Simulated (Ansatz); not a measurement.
Relaxed bulk Sc$_{2}$Al:

```
CELL_PARAMETERS angstrom
4.85090 0.00000 0.00000
-2.42545 4.20100 0.00000
0.00000 0.00000 6.08545
ATOMIC_POSITIONS crystal
Sc 0.00000 0.00000 0.00000
Sc 0.00000 0.00000 0.50000
Sc 0.33333 0.66667 0.75000
Sc 0.66667 0.33333 0.25000
Al 0.33333 0.66667 0.25000
Al 0.66667 0.33333 0.75000
```

Miller indices refer to the conventional cell of P6_3/mmc (No. 194), a = 4.851 Å, b = 4.851 Å, c = 6.085 Å, α = 90.00°, β = 90.00°, γ = 120.00°.

The (001) slab of 7 planes, 9.1 Å thick with 15 Å of vacuum as cut; outer planes ScAl (top) and ScAl (bottom).

Theory: DFT PBEsol, scalar-relativistic, plane waves, PAW (Ansatz 0.2.0). Plane waves to 420 eV, a k mesh through Γ of 9×9×1 on the computed 11-atom cell and Gaussian smearing (0.10 eV); no spin polarisation. A dipole correction removes the field between periodic images along c.

The slab isn't stoichiometric (Sc7Al4), so its surface energy depends on the chemical potentials; it is given with the excess atoms taken from the element's standard state, a limit at which the compound may itself be unstable, so the figure can be too low.

Results for the relaxed slab:

For the relaxed slab, the surface energy with the excess atoms taken from the elements is 1.43 J/m² and the work function is 3.59 eV.

Relaxation lowers the energy by 0.110 J/m² a face; the largest move is 0.272 Å.

```
plane (bottom to top) atoms spacing to next, bulk (Å) relaxed (Å) change (%) rumpling (Å)
                    1   ScAl                      1.521        1.346       -11.6         0.367
                    2     Sc                      1.521        1.615        +6.1         0.000
                    3   ScAl                      1.521        1.515        -0.4         0.243
                    4     Sc                      1.521        1.515        -0.4         0.000
                    5   ScAl                      1.521        1.615        +6.1         0.243
                    6     Sc                      1.521        1.346       -11.6         0.000
                    7   ScAl                                                             0.367
```